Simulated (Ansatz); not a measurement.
# Si53Ag: the cost of one run

Computed with Ansatz 0.2.0 (DFT PBE, scalar-relativistic, plane waves, PAW, unless a step's input says otherwise).

8 further runs of the same task are left out: 8 set aside as unsound or not needed.

## 1. The starting structure

It takes space group Fd-3m (No. 227, cubic). The conventional cell has a = 5.470 Å, b = 5.470 Å, c = 5.470 Å, α = 90.00°, β = 90.00°, γ = 90.00°. Around Si (site symmetry -43m) lie 4 Si at 2.37 Å.

Structure file:

```xyz
2
Lattice="0.0000 2.7350 2.7350 2.7350 0.0000 2.7350 2.7350 2.7350 0.0000" Properties=species:S:1:pos:R:3 pbc="T T T"
Si    4.1026    4.1026    4.1026
Si    2.7350    2.7350    2.7350
```

It goes back to an entry of the Materials Project.

It is the result of an earlier relaxation at this level (volume 20.46 Å³/atom; gap on the mesh: 0.65 eV).

The host's static dielectric tensor, from an earlier linear-response run, has a mean of 12.98.

The perfect supercell (rows 3 0 -3; 0 0 -3; 0 3 -3 in vectors of this cell) comes from an earlier run at this level (54 atoms, E(σ→0) -34333.1119 eV, gap 0.75 eV on its own mesh).

## 2. Making the defect

The atom at (0.250, 0.917, 0.250) of the supercell is replaced. A small random displacement (spread 0.06 Å) lets the symmetry of the site break.

## 3. Relaxing the defect, charge 0

input.yaml reads:

```yaml
crystal:
  lattice:
    - [-8.2051406459, 0.0, 8.2051406459]
    - [-8.2051406459, -8.2051406459, 0.0]
    - [0.0, -8.2051406459, 8.2051406459]
  atoms:
    - { symbol: Ag, position: [0.2464579454, 0.9121945543, 0.2633580207], spin: 0.2 }
    - { symbol: Si, position: [0.25, 0.5833333333, 0.25] }
    - { symbol: Si, position: [0.25, 0.25, 0.25] }
    - { symbol: Si, position: [0.25, 0.9166666667, 0.5833333333] }
    - { symbol: Si, position: [0.25, 0.5833333333, 0.5833333333] }
    - { symbol: Si, position: [0.25, 0.25, 0.5833333333] }
    - { symbol: Si, position: [0.25, 0.9166666667, 0.9166666667] }
    - { symbol: Si, position: [0.25, 0.5833333333, 0.9166666667] }
    - { symbol: Si, position: [0.25, 0.25, 0.9166666667] }
    - { symbol: Si, position: [0.5833333333, 0.9166666667, 0.25] }
    - { symbol: Si, position: [0.5833333333, 0.5833333333, 0.25] }
    - { symbol: Si, position: [0.5833333333, 0.25, 0.25] }
    - { symbol: Si, position: [0.5833333333, 0.9166666667, 0.5833333333] }
    - { symbol: Si, position: [0.5833333333, 0.5833333333, 0.5833333333] }
    - { symbol: Si, position: [0.5833333333, 0.25, 0.5833333333] }
    - { symbol: Si, position: [0.5833333333, 0.9166666667, 0.9166666667] }
    - { symbol: Si, position: [0.5833333333, 0.5833333333, 0.9166666667] }
    - { symbol: Si, position: [0.5833333333, 0.25, 0.9166666667] }
    - { symbol: Si, position: [0.9166666667, 0.9166666667, 0.25] }
    - { symbol: Si, position: [0.9166666667, 0.5833333333, 0.25] }
    - { symbol: Si, position: [0.9166666667, 0.25, 0.25] }
    - { symbol: Si, position: [0.9166666667, 0.9166666667, 0.5833333333] }
    - { symbol: Si, position: [0.9166666667, 0.5833333333, 0.5833333333] }
    - { symbol: Si, position: [0.9166666667, 0.25, 0.5833333333] }
    - { symbol: Si, position: [0.9166666667, 0.9166666667, 0.9166666667] }
    - { symbol: Si, position: [0.9166666667, 0.5833333333, 0.9166666667] }
    - { symbol: Si, position: [0.9166666667, 0.25, 0.9166666667] }
    - { symbol: Si, position: [0.1700273298, 0.175742614, 0.1520833707], spin: 0.2 }
    - { symbol: Si, position: [0.1633322733, 0.833209023, 0.1717738962], spin: 0.2 }
    - { symbol: Si, position: [0.1666666667, 0.5, 0.1666666667] }
    - { symbol: Si, position: [0.1666666667, 0.1666666667, 0.5] }
    - { symbol: Si, position: [0.163257816, 0.8367046923, 0.4975078046], spin: 0.2 }
    - { symbol: Si, position: [0.1666666667, 0.5, 0.5] }
    - { symbol: Si, position: [0.1666666667, 0.1666666667, 0.8333333333] }
    - { symbol: Si, position: [0.1666666667, 0.8333333333, 0.8333333333] }
    - { symbol: Si, position: [0.1666666667, 0.5, 0.8333333333] }
    - { symbol: Si, position: [0.5, 0.1666666667, 0.1666666667] }
    - { symbol: Si, position: [0.4890415578, 0.8232916281, 0.1810799454], spin: 0.2 }
    - { symbol: Si, position: [0.5, 0.5, 0.1666666667] }
    - { symbol: Si, position: [0.5, 0.1666666667, 0.5] }
    - { symbol: Si, position: [0.5, 0.8333333333, 0.5] }
    - { symbol: Si, position: [0.5, 0.5, 0.5] }
    - { symbol: Si, position: [0.5, 0.1666666667, 0.8333333333] }
    - { symbol: Si, position: [0.5, 0.8333333333, 0.8333333333] }
    - { symbol: Si, position: [0.5, 0.5, 0.8333333333] }
    - { symbol: Si, position: [0.8333333333, 0.1666666667, 0.1666666667] }
    - { symbol: Si, position: [0.8333333333, 0.8333333333, 0.1666666667] }
    - { symbol: Si, position: [0.8333333333, 0.5, 0.1666666667] }
    - { symbol: Si, position: [0.8333333333, 0.1666666667, 0.5] }
    - { symbol: Si, position: [0.8333333333, 0.8333333333, 0.5] }
    - { symbol: Si, position: [0.8333333333, 0.5, 0.5] }
    - { symbol: Si, position: [0.8333333333, 0.1666666667, 0.8333333333] }
    - { symbol: Si, position: [0.8333333333, 0.8333333333, 0.8333333333] }
    - { symbol: Si, position: [0.8333333333, 0.5, 0.8333333333] }
  host:
    lattice:
      - [0.0, 2.735046882, 2.735046882]
      - [2.735046882, 0.0, 2.735046882]
      - [2.735046882, 2.735046882, 0.0]
    atoms:
      - { symbol: Si, position: [0.75, 0.75, 0.75] }
      - { symbol: Si, position: [0.5, 0.5, 0.5] }
basis:
  ecutwfc: 420
  xc_grid: 2
kpoints:
  mp_grid: { grid: [2, 2, 2], shift: [0.0, 0.0, 0.0] }
hamiltonian:
  xc: pbe
scf:
  occupations: { method: gaussian, width: 0.01 }
output:
  forces: true
  stress: false
  eigenvalues: true
  populations: true
  charged_corrections:
    defect_position: [0.25, 0.91666667, 0.25]
    epsilon: [[12.9823, 0.0, 0.0], [0.0, 12.9823, 0.0], [0.0, 0.0, 12.9823]]
  write_density: true
  write_potential: true
  elf: true
  volumetric_format: npy
magnetization:
  spin_polarized: true
relax:
  adjacent_minimum: "off"
  f_tol: 0.025
  max_steps: 45
```

Launch:

```
ansatz run input.yaml --threads 8 --pin off --max-ram 20480MiB --backend cpu --events-out ev --progress --plain --runs-dir out
```

What time and memory should one allow on 8 threads of AMD EPYC (Zen 3), shared host?

About 6.7 min, with a peak of 8.4 GiB.
